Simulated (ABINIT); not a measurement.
# ZrC (Fm-3m) in ABINIT: single point with PBE

Aim: the single point of ZrC with PBE.

All numbers are computed with ABINIT 10.8.3 (patched build); they aren't measurements. Logs are shortened: lines on timing, memory, paths and dates and some standing lists are left out, and cuts for length are marked. The log counts tension as positive stress, the text compression.

## (1) Starting point

Symmetry: Fm-3m, No. 225, cubic system. Conventional cell: a = 4.730 Å, b = 4.730 Å, c = 4.730 Å, α = 90.00°, β = 90.00°, γ = 90.00°. Zr (site symmetry m-3m) is surrounded by 6 C at 2.37 Å. C (site symmetry m-3m) has 6 Zr at 2.37 Å as nearest neighbours.

## (2) Single point, PBE

Input file run.abi:

```
# Pseudopotentials
pp_dirpath "./"
pseudos "Zr.upf, C.upf"

# Structure
acell 3*1.0 Angstrom
rprim
     0.0000000000     2.3650000000     2.3650000000
     2.3650000000     0.0000000000     2.3650000000
     2.3650000000     2.3650000000     0.0000000000
ntypat 2
znucl 40 6
natom 2
typat 1 2
xcart
     2.3650000000     2.3650000000     2.3650000000
     0.0000000000     0.0000000000     0.0000000000 Angstrom

# Plane-wave basis
ecut 31.0

# k points
kptopt 1
ngkpt 8 8 8
nshiftk 1
shiftk 0.0 0.0 0.0

# Exchange and correlation
ixc 11

# Bands and occupations
nband 12
occopt 3
tsmear 0.00183747

# SCF cycle
nstep 100
tolvrs 1.0e-10

# Output
iomode 3
prtwf 0
prtden 0
prteig 0
prtebands 0
enunit 2
```

Potentials or basis: PseudoDojo NC SR PBE v0.4.1 standard.

Launch:

```bash
$ mpirun --bind-to none -np 4 abinit run.abi > log 2>&1
```

run.abo:

```text
.Version 10.8.3 of ABINIT
 Symmetries : space group Fm -3 m (#225); Bravais cF (face-center cubic)
================================================================================
 Values of the parameters that define the memory need of the present run
     intxc =       0    ionmov =       0      iscf =       7    lmnmax =       6
     lnmax =       6     mgfft =      32  mpssoang =       3    mqgrid =    3001
     natom =       2  nloc_mem =       1    nspden =       1   nspinor =       1
    nsppol =       1      nsym =      48    n1xccc =    2501    ntypat =       2
    occopt =       3   xclevel =       2
       mpw =        1480          nfft =       32768          nkpt =          29
================================================================================
================================================================================

--------------------------------------------------------------------------------
------------- Echo of variables that govern the present computation ------------
--------------------------------------------------------------------------------
 -outvars: echo values of preprocessed input variables --------
            acell      1.8897261259E+00  1.8897261259E+00  1.8897261259E+00 Bohr
              amu      9.12240000E+01  1.20110000E+01
             ecut      3.10000000E+01 Hartree
           enunit           2
              ixc          11
         kptrlatt        8    0    0      0    8    0      0    0    8
          kptrlen      5.05632519E+01
            natom           2
            nband          12
            ngfft          32      32      32
             nkpt          29
            nstep         100
             nsym          48
           ntypat           2
           occopt           3
           prtden           0
        prtebands           0
           prteig           0
            prtwf           0
            rprim      0.0000000000E+00  2.3650000000E+00  2.3650000000E+00
                       2.3650000000E+00  0.0000000000E+00  2.3650000000E+00
                       2.3650000000E+00  2.3650000000E+00  0.0000000000E+00
          spgroup         225
           tolvrs      1.00000000E-10
           tsmear      1.83747000E-03 Hartree
            typat      1  2
           xangst      2.3650000000E+00  2.3650000000E+00  2.3650000000E+00
                       0.0000000000E+00  0.0000000000E+00  0.0000000000E+00
            xcart      4.4692022878E+00  4.4692022878E+00  4.4692022878E+00
                       0.0000000000E+00  0.0000000000E+00  0.0000000000E+00
             xred      5.0000000000E-01  5.0000000000E-01  5.0000000000E-01
                       0.0000000000E+00  0.0000000000E+00  0.0000000000E+00
            znucl       40.00000    6.00000

================================================================================

 chkinp: Checking input parameters for consistency.

================================================================================
== DATASET  1 ==================================================================

--- !DatasetInfo
iteration_state: {dtset: 1, }
dimensions: {natom: 2, nkpt: 29, mband: 12, nsppol: 1, nspinor: 1, nspden: 1, mpw: 1480, }
cutoff_energies: {ecut:  31.0, pawecutdg:  -1.0, }
electrons: {nelect:   1.60000000E+01, charge:   0.00000000E+00, occopt:   3.00000000E+00, tsmear:   1.83747000E-03, }
meta: {optdriver: 0, ionmov: 0, optcell: 0, iscf: 7, paral_kgb: 0, }
...

 Exchange-correlation functional for the present dataset will be:
  GGA: Perdew-Burke-Ernzerhof functional - ixc=11
  J.P.Perdew, K.Burke, M.Ernzerhof, PRL 77, 3865 (1996)

 Real(R)+Recip(G) space primitive vectors, cartesian coordinates (Bohr,Bohr^-1):
 R(1)=  0.0000000  4.4692023  4.4692023  G(1)= -0.1118768  0.1118768  0.1118768
 R(2)=  4.4692023  0.0000000  4.4692023  G(2)=  0.1118768 -0.1118768  0.1118768
 R(3)=  4.4692023  4.4692023  0.0000000  G(3)=  0.1118768  0.1118768 -0.1118768
 Unit cell volume ucvol=  1.7853363E+02 bohr^3
 Angles (23,13,12)=  6.00000000E+01  6.00000000E+01  6.00000000E+01 degrees

 getcut: wavevector=  0.0000  0.0000  0.0000  ngfft=  32  32  32
         ecut(hartree)=     31.000   => boxcut(ratio)=   2.02004

--- Pseudopotential description ------------------------------------------------
- pspini: atom type   1  psp file is ./Zr.upf
12 -101130 2 -1 1622                          pspcod,pspxc,lmax,lloc,mmax
     nproj     2     2     2

- pspini: atom type   2  psp file is ./C.upf
12 -101130 1 -1 1248                          pspcod,pspxc,lmax,lloc,mmax
     nproj     2     2     0

   3.69795345E+02                                ecore*ucvol(ha*bohr**3)
--------------------------------------------------------------------------------

================================================================================

--- !BeginCycle
iteration_state: {dtset: 1, }
solver: {iscf: 7, nstep: 100, nline: 4, wfoptalg: 0, }
tolerances: {tolvrs: 1.00E-10, }
...

     iter   Etot(hartree)      deltaE(h)  residm     vres2
 ETOT  1  -56.507246836964    -5.651E+01 6.712E-02 6.184E+02
 ETOT  2  -56.403905196213     1.033E-01 4.815E-02 1.063E+03
 ETOT  3  -56.706303480985    -3.024E-01 4.373E-03 7.153E-01
 ETOT  4  -56.706594628145    -2.911E-04 8.434E-02 3.039E-01
 ETOT  5  -56.706613243360    -1.862E-05 1.005E-02 2.422E-01
 ETOT  6  -56.706684937562    -7.169E-05 2.561E-03 2.731E-02
 ETOT  7  -56.706693959829    -9.022E-06 2.789E-04 6.303E-05
 ETOT  8  -56.706693977799    -1.797E-08 3.228E-04 3.261E-06
 ETOT  9  -56.706693978744    -9.451E-10 6.787E-05 4.637E-07
 ETOT 10  -56.706693978898    -1.536E-10 4.558E-05 1.501E-09
 ETOT 11  -56.706693978899    -1.144E-12 7.087E-05 9.893E-11

 At SCF step   11       vres2   =  9.89E-11 < tolvrs=  1.00E-10 =>converged.

 Cartesian components of stress tensor (hartree/bohr^3)
  sigma(1 1)=  1.39098354E-04  sigma(3 2)=  0.00000000E+00
  sigma(2 2)=  1.39098354E-04  sigma(3 1)=  0.00000000E+00
  sigma(3 3)=  1.39098354E-04  sigma(2 1)=  0.00000000E+00

--- !ResultsGS
iteration_state: {dtset: 1, }
comment   : Summary of ground state results
lattice_vectors:
- [  0.0000000,   4.4692023,   4.4692023, ]
- [  4.4692023,   0.0000000,   4.4692023, ]
- [  4.4692023,   4.4692023,   0.0000000, ]
lattice_lengths: [   6.32041,    6.32041,    6.32041, ]
lattice_angles: [ 60.000,  60.000,  60.000, ] # degrees, (23, 13, 12)
lattice_volume:   1.7853363E+02
convergence: {deltae: -1.144E-12, res2:  9.893E-11, residm:  7.087E-05, diffor: null, }
etotal    :  -5.67066940E+01
entropy   :   0.00000000E+00
fermie    :   4.07883798E-01
cartesian_stress_tensor: # hartree/bohr^3
- [  1.39098354E-04,   0.00000000E+00,   0.00000000E+00, ]
- [  0.00000000E+00,   1.39098354E-04,   0.00000000E+00, ]
- [  0.00000000E+00,   0.00000000E+00,   1.39098354E-04, ]
pressure_GPa:  -4.0924E+00
xred      :
- [  5.0000E-01,   5.0000E-01,   5.0000E-01, Zr]
- [  0.0000E+00,   0.0000E+00,   0.0000E+00,  C]
cartesian_forces: # hartree/bohr
- [ -0.00000000E+00,  -0.00000000E+00,  -0.00000000E+00, ]
- [ -0.00000000E+00,  -0.00000000E+00,  -0.00000000E+00, ]
force_length_stats: {min:   0.00000000E+00, max:   0.00000000E+00, mean:   0.00000000E+00, }
...

 Integrated electronic density in atomic spheres:
 ------------------------------------------------
 Atom  Sphere_radius  Integrated_density
    1        2.00000          8.35117946
    2        2.00000          3.78169669
================================================================================

 ----iterations are completed or convergence reached----

 Mean square residual over all n,k,spin=   22.364E-08; max=  70.873E-06
 reduced coordinates (array xred) for    2 atoms
       0.500000000000      0.500000000000      0.500000000000
       0.000000000000      0.000000000000      0.000000000000
 rms dE/dt=  0.0000E+00; max dE/dt=  0.0000E+00; dE/dt below (all hartree)
    1       0.000000000000      0.000000000000      0.000000000000
    2       0.000000000000      0.000000000000      0.000000000000

 cartesian coordinates (angstrom) at end:
    1      2.36500000000000     2.36500000000000     2.36500000000000
    2      0.00000000000000     0.00000000000000     0.00000000000000

 cartesian forces (hartree/bohr) at end:
    1     -0.00000000000000    -0.00000000000000    -0.00000000000000
    2     -0.00000000000000    -0.00000000000000    -0.00000000000000
 frms,max,avg= 0.0000000E+00 0.0000000E+00   0.000E+00  0.000E+00  0.000E+00 h/b

 cartesian forces (eV/Angstrom) at end:
    1     -0.00000000000000    -0.00000000000000    -0.00000000000000
    2     -0.00000000000000    -0.00000000000000    -0.00000000000000
 frms,max,avg= 0.0000000E+00 0.0000000E+00   0.000E+00  0.000E+00  0.000E+00 e/A
 length scales=  1.889726125908  1.889726125908  1.889726125908 bohr
              =  1.000000000000  1.000000000000  1.000000000000 angstroms
 Fermi (or HOMO) energy (hartree) =   0.40788   Average Vxc (hartree)=  -0.45156
 Eigenvalues (hartree) for nkpt=  29  k points:
 kpt#   1, nband= 12, wtk=  0.00195, kpt=  0.0000  0.0000  0.0000 (reduced coord)
  -1.36152   -0.54293   -0.54293   -0.54293   -0.00402    0.44407    0.44407    0.44407
   0.44936    0.44936    0.44936    0.51093
      occupation numbers for kpt#   1
   2.00000    2.00000    2.00000    2.00000    2.00000    0.00000    0.00000    0.00000
   0.00000    0.00000    0.00000    0.00000
 prteigrs : prtvol=0 or 1, do not print more k-points.

 Fermi (or HOMO) energy (eV) =  11.09908   Average Vxc (eV)= -12.28750
 Eigenvalues (   eV  ) for nkpt=  29  k points:
 kpt#   1, nband= 12, wtk=  0.00195, kpt=  0.0000  0.0000  0.0000 (reduced coord)
 -37.04895  -14.77386  -14.77386  -14.77386   -0.10946   12.08385   12.08385   12.08386
  12.22762   12.22762   12.22762   13.90319
 prteigrs : prtvol=0 or 1, do not print more k-points.

--- !EnergyTerms
iteration_state     : {dtset: 1, }
comment             : Components of total free energy in Hartree
kinetic             :  1.83274642862034E+01
hartree             :  6.37539044811200E+00
xc                  : -1.21579812877400E+01
Ewald energy        : -4.68871307916027E+01
psp_core            :  2.07129237624954E+00
local_psp           : -2.96052178601270E+01
non_local_psp       :  5.16959491770692E+00
internal            : -5.67065879111977E+01
'-kT*entropy'       : -1.06067701031958E-04
total_energy        : -5.67066939788987E+01
total_energy_eV     : -1.54306775259246E+03
band_energy         : -3.99762790772803E+00
...

 Cartesian components of stress tensor (hartree/bohr^3)
  sigma(1 1)=  1.39098354E-04  sigma(3 2)=  0.00000000E+00
  sigma(2 2)=  1.39098354E-04  sigma(3 1)=  0.00000000E+00
  sigma(3 3)=  1.39098354E-04  sigma(2 1)=  0.00000000E+00

-Cartesian components of stress tensor (GPa)         [Pressure= -4.0924E+00 GPa]
- sigma(1 1)=  4.09241486E+00  sigma(3 2)=  0.00000000E+00
- sigma(2 2)=  4.09241486E+00  sigma(3 1)=  0.00000000E+00
- sigma(3 3)=  4.09241486E+00  sigma(2 1)=  0.00000000E+00

== END DATASET(S) ==============================================================
================================================================================

 -outvars: echo values of variables after computation  --------
            acell      1.8897261259E+00  1.8897261259E+00  1.8897261259E+00 Bohr
           etotal     -5.6706693979E+01
            fcart     -0.0000000000E+00 -0.0000000000E+00 -0.0000000000E+00
                      -0.0000000000E+00 -0.0000000000E+00 -0.0000000000E+00
            rprim      0.0000000000E+00  2.3650000000E+00  2.3650000000E+00
                       2.3650000000E+00  0.0000000000E+00  2.3650000000E+00
                       2.3650000000E+00  2.3650000000E+00  0.0000000000E+00
           strten      1.3909835368E-04  1.3909835368E-04  1.3909835368E-04
                       0.0000000000E+00  0.0000000000E+00  0.0000000000E+00
           xangst      2.3650000000E+00  2.3650000000E+00  2.3650000000E+00
                       0.0000000000E+00  0.0000000000E+00  0.0000000000E+00
             xred      5.0000000000E-01  5.0000000000E-01  5.0000000000E-01
                       0.0000000000E+00  0.0000000000E+00  0.0000000000E+00
 Calculation completed.
```

It took 4.8 s on 4 MPI ranks of Arm Neoverse V2, shared host; peak memory 0.24 GiB.

What came out:

- Free energy: -1543.0678 eV
- Band gap on the k mesh: none (metal or under the smearing width)
- Valence electrons inside the program's atomic spheres: Zr 8.35; C 3.78

Levels at points of the mesh, in eV from the Fermi level:
```csv
k point,band 5,band 6,band 7,band 8,band 9,band 10,band 11,band 12
"(0.00, 0.00, 0.00)",-11.21,0.98,0.98,0.98,1.13,1.13,1.13,2.80
"(0.50, 0.00, 0.00)",-8.23,-5.19,-2.83,-2.83,4.44,4.44,5.25,6.52
"(0.50, 0.50, 0.00)",-10.03,-2.05,-1.66,0.09,0.09,4.40,5.56,5.56
```

Caveat: the cutoff is too short for stress, so the log's stress isn't used.

## (3) For comparison

An earlier run on the cell as given: functional PBEsol; potentials or basis PseudoDojo NC SR PBEsol v0.4.1 standard; cutoff 1116 eV; k mesh 10 × 10 × 10; occupations fermi-dirac, width 0.05 eV; no spin polarisation.

* Pressure: -8.3 GPa
* Band gap on the k mesh: none (metal or under the smearing width)
* Valence electrons inside the program's atomic spheres: Zr 8.37; C 3.77
